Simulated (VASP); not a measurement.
# K (Im-3m) in VASP: a series of runs

The runs below take K through single point, with r2SCAN.

Program: VASP 6.6.1. These are calculated values, not measurements. Logs are shortened: lines on timing, memory, paths and dates and some standing lists are left out, and cuts for length are marked.

## (1) Starting point

The structure is cubic, space group Im-3m (No. 229). Conventional cell: a = 5.395 Å, b = 5.395 Å, c = 5.395 Å, α = 90.00°, β = 90.00°, γ = 90.00°.

## (2) Single point, r2SCAN

Contents of INCAR:

```
SYSTEM = K
ADDGRID = .False.
ALGO = Normal
EDIFF = 1E-6
ENCUT = 250
ISIF = 2
ISMEAR = -1
LASPH = .True.
LCHARG = .False.
LMIXTAU = .True.
LREAL = .False.
LWAVE = .False.
METAGGA = R2SCAN
NBANDS = 10
NELM = 100
PREC = Accurate
SIGMA = 0.15
```

Contents of KPOINTS:

```
k-points
0
Gamma
  4 4 4
  0 0 0
```

Contents of POSCAR:

```
K
1.0
   -2.6491090000      2.6630490000      2.6437420000
    2.6773590000     -2.6874940000      2.6964360000
    2.7342160000      2.7726000000     -2.6681870000
K
1
Direct
   -0.0060180000      0.0074470000      0.0002300000
```

Potentials or basis: VASP PAW PBE potentials, release 64 (K_pv).

Run with:

```bash
> cat potpaw_PBE.64/K_pv/POTCAR > POTCAR
> mpirun -np 1 vasp_std > vasp.out
```

OUTCAR:

```text
SYSTEM = K
   EDIFF = 1E-6
   ENCUT = 250
   ISIF = 2
   ISMEAR = -1
   LASPH = .True.
   LREAL = .False.
   METAGGA = R2SCAN
   NELM = 100
   PREC = Accurate

 Found     36 irreducible k-points:

 Following reciprocal coordinates:
            Coordinates               Weight
  0.000000  0.000000  0.000000      1.000000
  0.250000  0.000000 -0.000000      2.000000
  0.500000  0.000000 -0.000000      1.000000
  0.000000  0.250000  0.000000      2.000000
  0.250000  0.250000 -0.000000      2.000000
  0.500000  0.250000 -0.000000      2.000000
   k-points           NKPTS =     36   k-points in BZ     NKDIM =     36   number of bands    NBANDS=     10
   number of dos      NEDOS =    301   number of ions     NIONS =      1
   total plane-waves  NPLWV =  13824
   dimension x,y,z NGX =    24 NGY =   24 NGZ =   24
   dimension x,y,z NGXF=    48 NGYF=   48 NGZF=   48
   ions per type =               1
   NGX,Y,Z   is equivalent  to a cutoff of   8.69,  8.57,  8.45 a.u.
   NGXF,Y,Z  is equivalent  to a cutoff of  17.37, 17.15, 16.90 a.u.
 SYSTEM =  K
   PREC   = accura    normal or accurate (medium, high low for compatibility)
   ISTART =      0    job   : 0-new  1-cont  2-samecut
   ICHARG =      2    charge: 1-file 2-atom 10-const
   ISPIN  =      1    spin polarized calculation?
   LNONCOLLINEAR =      F non collinear calculations
   LSORBIT =      F    spin-orbit coupling
   LASPH  =      T    aspherical Exc in radial PAW
   ENCUT  =  250.0 eV  18.37 Ry    4.29 a.u.   5.92  6.00  6.09*2*pi/ulx,y,z
   NELM   =    100;   NELMIN=  2; NELMDL= -5     # of ELM steps
   EDIFF  = 0.1E-05   stopping-criterion for ELM
   LREAL  =      F    real-space projection
   EDIFFG = 0.1E-04   stopping-criterion for IOM
   NSW    =      0    number of steps for IOM
   IBRION =     -1    ionic relax: 0-MD 1-quasi-New 2-CG
   NFREE  =      0    steps in history (QN), initial steepest desc. (CG)
   ISIF   =      2    stress and relaxation
   ISYM   =      2    0-nonsym 1-usesym 2-fastsym
   POTIM  = 0.5000    time-step for ionic-motion
   TEBEG  =    0.0;   TEEND  =   0.0 temperature during run
   PSTRESS=    0.0 pullay stress
   NELECT =       7.0000    total number of electrons
   NUPDOWN=      -1.0000    fix difference up-down
   EMIN   =  10.00;   EMAX   =-10.00  energy-range for DOS
   EFERMI =   0.00;   METHOD = LEGACY
   ISMEAR =    -1;   SIGMA  =   0.15  broadening in eV -4-tet -1-fermi 0-gaus
   EFERMI_NEDOS =   21; number of points for ismear=-14 and -15
   IALGO  =     38    algorithm
   IMIX   =      4    mixing-type and parameters
     AMIX     =   0.40;   BMIX     =  1.00
     AMIX_MAG =   1.60;   BMIX_MAG =  1.00
  volume/ion in A,a.u.               =      78.52       529.87
  Fermi-wavevector in a.u.,A,eV,Ry     =   0.731335  1.382024  7.277098  0.534852
  Thomas-Fermi vector in A             =   1.823527
   LORBIT       =      0    0 simple, 1 ext, 2 COOP (PROOUT), +10 PAW based schemes
   METAGGA = R2SCAN    functional components
   LHFCALC =     F    Hartree Fock is set to
   AEXX    =    0.0000 exact exchange contribution
   IVDW    =     0    specifies the selected vdW correction
   LEPSILON=     F    determine dielectric tensor
   LRPA    =     F    only Hartree local field effects (RPA)
 non-spin polarized calculation
  energy-cutoff  :      250.00
  volume of cell :       78.52
 maximum number of plane-waves:       718
   NGX = 11   NGY = 13   NGZ = 13

 number of electron       7.0000004 magnetization

 Free energy of the ion-electron system (eV)
  ---------------------------------------------------
  ext. energy  EPLUGINS =         0.00000000
  ---------------------------------------------------
  free energy    TOTEN  =        -5.97072193 eV

  energy without entropy =       -5.88708691  energy(sigma->0) =       -5.92890442

 E-fermi :  -1.2285     XC(G=0):  -5.7856

 val. band max:       -1.2341385881   @ k =   0.2500   0.5000   0.0000
 cond. band min:      -1.2010457471   @ k =   0.5000   0.2500  -0.0000
 fundamental gap:      0.0330928410
 Fermi energy:        -1.2284615670

 k-point     1 :       0.0000    0.0000    0.0000
  band No.  band energies     occupation
      1     -17.4823      2.00000
      2     -17.4810      2.00000
      3     -17.4797      2.00000
      4      -3.4245      2.00000
      5       3.4703      0.00000
      6       3.5332      0.00000
      7       3.6632      0.00000
      8       4.5064      0.00000
      9       4.6074      0.00000
     10       6.8369      0.00000

 k-point     2 :       0.2500    0.0000   -0.0000
  band No.  band energies     occupation
      1     -17.5112      2.00000
      2     -17.4901      2.00000
      3     -17.4807      2.00000
      4      -2.6458      1.99984
      5       2.0006      0.00000
      6       2.7709      0.00000
      7       4.1343      0.00000
      8       4.3238      0.00000
      9       4.4009      0.00000
     10       6.6735      0.00000

 k-point     3 :       0.5000    0.0000   -0.0000
  band No.  band energies     occupation
      1     -17.5401      2.00000
      2     -17.4996      2.00000
      3     -17.4807      2.00000
      4      -0.6135      0.03262
      5      -0.5621      0.02326
      6       2.2595      0.00000
      7       4.1572      0.00000
      8       4.9141      0.00000
      9       5.1576      0.00000
     10       5.5864      0.00000

 k-point     4 :       0.0000    0.2500    0.0000
  band No.  band energies     occupation
      1     -17.5085      2.00000
      2     -17.4899      2.00000
      3     -17.4817      2.00000
      4      -2.6579      1.99985
      5       1.9452      0.00000
      6       2.7386      0.00000
      7       4.1183      0.00000
      8       4.4325      0.00000
      9       4.4582      0.00000
     10       6.6560      0.00000

 k-point     5 :       0.2500    0.2500   -0.0000
  band No.  band energies     occupation
      1     -17.5235      2.00000
      2     -17.5081      2.00000
      3     -17.4871      2.00000
      4      -1.2533      1.08258
      5       0.8145      0.00000
      6       1.3942      0.00000
      7       3.9223      0.00000
      8       4.2418      0.00000
      9       5.1900      0.00000
     10       6.0516      0.00000

 k-point     6 :       0.5000    0.2500   -0.0000
  band No.  band energies     occupation
      1     -17.5339      2.00000
      2     -17.5027      2.00000
      3     -17.4854      2.00000
      4      -1.2010      0.90887
      5       0.7893      0.00000
      6       1.4131      0.00000
      7       3.9044      0.00000
      8       4.3017      0.00000
      9       5.0687      0.00000
     10       6.2534      0.00000

 [... further k-points ...]

------------------------ aborting loop because EDIFF is reached ----------------------------------------

  FORCE on cell =-STRESS in cart. coord.  units (eV):
  Direction    XX          YY          ZZ          XY          YZ          ZX
  --------------------------------------------------------------------------------------
  -------------------------------------------------------------------------------------
  Total       -0.0282193     -0.0294263     -0.0230676     -0.0126742      0.0038247     -0.0044394
  in kB       -0.5758160     -0.6004455     -0.4706949     -0.2586186      0.0780429     -0.0905855
  external PRESSURE =      -0.5489855 kB  Pullay stress =       0.0000000 kB

 VOLUME and BASIS-vectors are now :
 -----------------------------------------------------------------------------
  energy-cutoff  :      250.00
  volume of cell :       78.52
      direct lattice vectors                 reciprocal lattice vectors
    -2.649109000  2.663049000  2.643742000    -0.003889548  0.184877607  0.188126541
     2.677359000 -2.687494000  2.696436000     0.183848792 -0.002040834  0.186277758
     2.734216000  2.772600000 -2.668187000     0.181941348  0.181121382 -0.000133391

 POSITION                                       TOTAL-FORCE (eV/Angst)
 -----------------------------------------------------------------------------------
     -2.61260      2.62765      2.64730        -0.000000      0.000000      0.000000
 -----------------------------------------------------------------------------------
    total drift:                                0.000019     -0.000045      0.000170

  FREE ENERGIE OF THE ION-ELECTRON SYSTEM (eV)
  ---------------------------------------------------
  free  energy   TOTEN  =        -5.9707219307 eV

  energy  without entropy=       -5.8870869096  energy(sigma->0) =       -5.92890442
```

Run time: 22 s. Hardware: 1 thread of Intel Xeon Platinum 8559C (Emerald Rapids), shared host; peak memory 0.13 GiB.

These settings aren't checked as converged: the numbers below hold their error.

What came out:

| Property | Result |
| --- | --- |
| Free energy | -5.9707 eV |
| Pressure | -0.1 GPa |
| Band gap on the k mesh | none (metal or under the smearing width) |

Caveat: the k mesh is coarse (spacing up to 0.41 Å⁻¹), so the values aren't converged; the PAW data sets were made with another functional, which shifts forces and pressure a little.

## (3) Single point, r2SCAN

INCAR: that of step 2 with these lines changed.

```diff
@@ -4,3 +4,3 @@
 EDIFF = 1E-6
-ENCUT = 250
+ENCUT = 450
 ISIF = 2
```

Contents of KPOINTS:

```
k-points
0
Gamma
  3 3 3
  0 0 0
```

Contents of POSCAR:

```
K
1.0
   -2.6975585167      2.6975585167      2.6975585167
    2.6975585167     -2.6975585167      2.6975585167
    2.6975585167      2.6975585167     -2.6975585167
K
1
Direct
    0.0000000000      0.0000000000      0.0000000000
```

Potentials or basis: VASP PAW PBE potentials, release 64 (K_pv).

Run with:

```bash
> cat potpaw_PBE.64/K_pv/POTCAR > POTCAR
> mpirun -np 1 vasp_std > vasp.out
```

OUTCAR:

```text
SYSTEM = K
   EDIFF = 1E-6
   ENCUT = 450
   ISIF = 2
   ISMEAR = -1
   LASPH = .True.
   LREAL = .False.
   METAGGA = R2SCAN
   NELM = 100
   PREC = Accurate

 Found      4 irreducible k-points:

 Following reciprocal coordinates:
            Coordinates               Weight
  0.000000  0.000000  0.000000      1.000000
  0.333333  0.000000  0.000000     12.000000
  0.333333  0.333333  0.000000      8.000000
 -0.333333  0.333333  0.333333      6.000000
   k-points           NKPTS =      4   k-points in BZ     NKDIM =      4   number of bands    NBANDS=     10
   number of dos      NEDOS =    301   number of ions     NIONS =      1
   total plane-waves  NPLWV =  32768
   dimension x,y,z NGX =    32 NGY =   32 NGZ =   32
   dimension x,y,z NGXF=    64 NGYF=   64 NGZF=   64
   ions per type =               1
   NGX,Y,Z   is equivalent  to a cutoff of  11.39, 11.39, 11.39 a.u.
   NGXF,Y,Z  is equivalent  to a cutoff of  22.77, 22.77, 22.77 a.u.
 SYSTEM =  K
   PREC   = accura    normal or accurate (medium, high low for compatibility)
   ISTART =      0    job   : 0-new  1-cont  2-samecut
   ICHARG =      2    charge: 1-file 2-atom 10-const
   ISPIN  =      1    spin polarized calculation?
   LNONCOLLINEAR =      F non collinear calculations
   LSORBIT =      F    spin-orbit coupling
   LASPH  =      T    aspherical Exc in radial PAW
   ENCUT  =  450.0 eV  33.07 Ry    5.75 a.u.   8.08  8.08  8.08*2*pi/ulx,y,z
[... 60 lines left out ...]
      3     -17.4924      2.00000
      4      -3.4271      2.00000
      5       3.5509      0.00000
      6       3.5510      0.00000
      7       3.5510      0.00000
      8       4.5339      0.00000
      9       4.5339      0.00000
     10       7.0532      0.00000
[... 27 lines left out ...]
 k-point     4 :      -0.3333    0.3333    0.3333
  band No.  band energies     occupation
      1     -17.5295      2.00000
      2     -17.5224      2.00000
      3     -17.5223      2.00000
      4      -0.9170      0.18137
      5       1.1852      0.00000
      6       2.4144      0.00000
      7       2.4146      0.00000
      8       3.2080      0.00000
      9       5.0908      0.00000
     10       6.1918      0.00000

------------------------ aborting loop because EDIFF is reached ----------------------------------------

  FORCE on cell =-STRESS in cart. coord.  units (eV):
  Direction    XX          YY          ZZ          XY          YZ          ZX
  --------------------------------------------------------------------------------------
  -------------------------------------------------------------------------------------
  Total       -0.0872876     -0.0872876     -0.0872876      0.0000000      0.0000000     -0.0000000
  in kB       -1.7811096     -1.7811096     -1.7811096      0.0000000      0.0000000     -0.0000000
  external PRESSURE =      -1.7811096 kB  Pullay stress =       0.0000000 kB

 VOLUME and BASIS-vectors are now :
 -----------------------------------------------------------------------------
  energy-cutoff  :      450.00
  volume of cell :       78.52
      direct lattice vectors                 reciprocal lattice vectors
    -2.697558517  2.697558517  2.697558517     0.000000000  0.185352791  0.185352791
     2.697558517 -2.697558517  2.697558517     0.185352791  0.000000000  0.185352791
     2.697558517  2.697558517 -2.697558517     0.185352791  0.185352791  0.000000000

 POSITION                                       TOTAL-FORCE (eV/Angst)
 -----------------------------------------------------------------------------------
      0.00000      0.00000      0.00000         0.000000     -0.000000      0.000000
 -----------------------------------------------------------------------------------
    total drift:                               -0.000000      0.000000      0.000000

  FREE ENERGIE OF THE ION-ELECTRON SYSTEM (eV)
  ---------------------------------------------------
  free  energy   TOTEN  =        -6.0871489024 eV

  energy  without entropy=       -6.0630429344  energy(sigma->0) =       -6.07509592
```

stdout:

```text
POSCAR found type information on POSCAR K
 POSCAR found :  1 types and       1 ions
 scaLAPACK will be used
 -----------------------------------------------------------------------------
|                                                                             |
|                                                                             |
|     You enforced a specific xc type in the INCAR file but a different       |
|     I HOPE YOU KNOW WHAT YOU ARE DOING!                                     |
|                                                                             |
 -----------------------------------------------------------------------------

 LDA part: xc-table for (None), standard interpolation
 POSCAR, INCAR and KPOINTS ok, starting setup
 FFT: planning ... GRIDC
 FFT: planning ... GRID_SOFT
 FFT: planning ... GRID
 WAVECAR not read
 entering main loop
```

Wall time 14 s (1 thread of Intel Xeon Platinum 8559C (Emerald Rapids), shared host); peak memory 0.18 GiB.

The run converged, but some of its settings lie outside the range that counts as converged, so its numbers aren't taken as properties of the crystal.

Results:

| Item | Value |
| --- | --- |
| Free energy | -6.0871 eV |
| Pressure | -0.2 GPa |
| Band gap on the k mesh | none (metal or under the smearing width) |

Caveat: the k mesh is coarse (spacing up to 0.55 Å⁻¹), so the values aren't converged; the PAW data sets were made with another functional, which shifts forces and pressure a little.
